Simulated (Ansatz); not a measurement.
What a trial cell of Zr3S relaxes into

These are results of DFT PBE, scalar-relativistic, plane waves, PAW (Ansatz), not measurements. Cutoff 420 eV, Γ-centred k mesh, Gaussian smearing, no spin polarisation in the final step.

The start puts Zr3S on the TiAl3 (D0_22) structure type (I4/mmm, No. 139), with S in place of Ti, Zr in place of Al, at a guessed volume.

```
CELL_PARAMETERS angstrom
-1.98681 1.98681 4.43807
1.98681 -1.98681 4.43807
1.98681 1.98681 -4.43807
ATOMIC_POSITIONS crystal
Zr 0.50000 0.50000 0.00000
Zr 0.25000 0.75000 0.50000
Zr 0.75000 0.25000 0.50000
S 0.00000 0.00000 0.00000
```

Cell and atoms relax at zero pressure; the relaxation can't lower the symmetry of the start. After a coarse first stage the cell is made exact in the group found at 0.06 Å.

Formation energies are uncorrected and refer to the elements' standard structures at the same level.

(1) Describe the relaxed structure.

(2) What are its volume, energy, density and gap?

Answers

(1) It keeps I4/mmm (No. 139). The result has the TiAl3 (D0_22) structure. Conventional cell: a = 4.027 Å, c = 9.842 Å. Zr on Wyckoff site b (1 atom of the primitive cell) has 4 S at 2.85 Å and 8 Zr at 3.18 Å; Zr on Wyckoff site d (2 atoms of the primitive cell) has 4 Zr at 2.85 Å, 4 S at 3.18 Å and 4 Zr at 3.18 Å; S has 4 Zr at 2.85 Å and 8 Zr at 3.18 Å.

```xyz
4
Lattice="-2.0133 2.0133 4.9210 2.0133 -2.0133 4.9210 2.0133 2.0133 -4.9210" Properties=species:S:1:pos:R:3 pbc="T T T"
Zr    0.0000    0.0000    4.9210
Zr    2.0133    0.0000    2.4605
Zr    0.0000    2.0133    2.4605
S     0.0000    0.0000    0.0000
```

(2) The volume per atom is 19.95 Å³, the density is 6.36 g/cm³ and the energy over the elements is -0.21 eV/atom. The gap on the 16×16×16 mesh is 0 eV (a metal).

The final run used a 16×16×16 mesh on its 4-atom cell and 0.10 eV smearing. The k mesh leaves about 4 meV/atom of noise in metals. Symmetry constrained the relaxation, so the result can be a saddle point. The steps took about 120 core-seconds in all.

Cost: 3 runs of about 1.9 core-minutes in all, on Intel Xeon 6975P-C (Granite Rapids) (shared hosts).